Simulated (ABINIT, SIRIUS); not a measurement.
Given: the input of a run of SIRIUS 7.10.0 on Pb. Atoms were shifted at random by some hundredths of an Å from the given cell, which wasn't relaxed again for these runs. This isn't the form of Pb at room conditions, which is fcc.

sirius.json

```json
{
  "control": {
    "processing_unit": "cpu",
    "verbosity": 2,
    "num_bands_to_print": 22,
    "print_forces": true,
    "print_stress": true
  },
  "parameters": {
    "electronic_structure_method": "pseudopotential",
    "xc_functionals": ["XC_GGA_X_PBE_SOL", "XC_GGA_C_PBE_SOL"],
    "gk_cutoff": 7.5,
    "pw_cutoff": 15.0,
    "ngridk": [9, 9, 5],
    "shiftk": [0, 0, 0],
    "smearing": "fermi_dirac",
    "smearing_width": 0.0018374661,
    "num_bands": 22,
    "num_mag_dims": 0,
    "num_dft_iter": 100,
    "energy_tol": 1e-08,
    "density_tol": 1e-06
  },
  "iterative_solver": {
    "type": "davidson",
    "min_tolerance": 1e-09,
    "tolerance_scale": [0.1, 0.25]
  },
  "mixer": {
    "type": "anderson",
    "beta": 0.7,
    "max_history": 8
  },
  "settings": {
    "tol_ne": 1e-10,
    "pseudo_grid_cutoff": 6.5
  },
  "unit_cell": {
    "lattice_vectors": [
      [0.866521438515, -0.499139856747, 0.0],
      [0.866521438515, 0.499139856747, 0.0],
      [-0.603267826435, 0.0, 1.738179153916]
    ],
    "lattice_vectors_scale": 6.6266504471,
    "atom_coordinate_units": "lattice",
    "atom_types": ["Pb"],
    "atom_files": {
      "Pb": "Pb.json"
    },
    "atoms": {
      "Pb": [
        [0.8992, 0.912609, 0.728888],
        [0.093415, 0.082484, 0.271471]
      ]
    }
  }
}
```

Potentials or basis: PseudoDojo 0.4.1 PBEsol standard (scalar relativistic).

Run with:

```console
$ upf_to_json Pb.upf
$ OMP_NUM_THREADS=1 sirius.scf --input=sirius.json --output=out.json --task=0
```

Question: What does the same run look like in ABINIT 10.8.3 (patched build)? Potentials or basis there: PseudoDojo NC SR PBEsol v0.4.1 standard, cutoff 762 eV.

Answer: As run (cutoffs and basis follow the program's own potentials, and thresholds, step limits or extra output files can differ):

Contents of run.abi:

```
# Pseudopotentials
pp_dirpath "./"
pseudos "Pb.upf"

# Structure
acell 6.6266504471 6.6266504471 12.192314427
rprim
     0.8665214385    -0.4991398567     0.0000000000
     0.8665214385     0.4991398567     0.0000000000
    -0.3278823751     0.0000000000     0.9447185550
ntypat 1
znucl 82
natom 2
typat 1 1
xred
     0.8992000000     0.9126090000     0.7288880000
     0.0934150000     0.0824840000     0.2714710000
chkprim 0
chksymtnons 0
tolsym 1.0e-6

# Plane-wave basis
ecut 761.918815 eV

# k points
kptopt 1
ngkpt 9 9 5
nshiftk 1
shiftk 0.0 0.0 0.0

# Exchange and correlation
ixc -116133

# Bands and occupations
nband 18
occopt 3
tsmear 0.05 eV

# SCF cycle
nstep 100
tolvrs 1.0e-10

# Output
iomode 3
prtwf 0
prteig 0
prtebands 0
enunit 1
prtden 1
prtvha 1
prtvclmb 1
prtpot 1
prtelf 1
```

Potentials or basis: PseudoDojo NC SR PBEsol v0.4.1 standard.

Run with:

```bash
$ abinit run.abi > log 2>&1
```

Both were run:

|  | SIRIUS | ABINIT |
| --- | --- | --- |
| Pressure | -1.9 GPa | -1.9 GPa |
| Largest force | 0.192 eV/Å | 0.189 eV/Å |

Pressure is positive in compression.
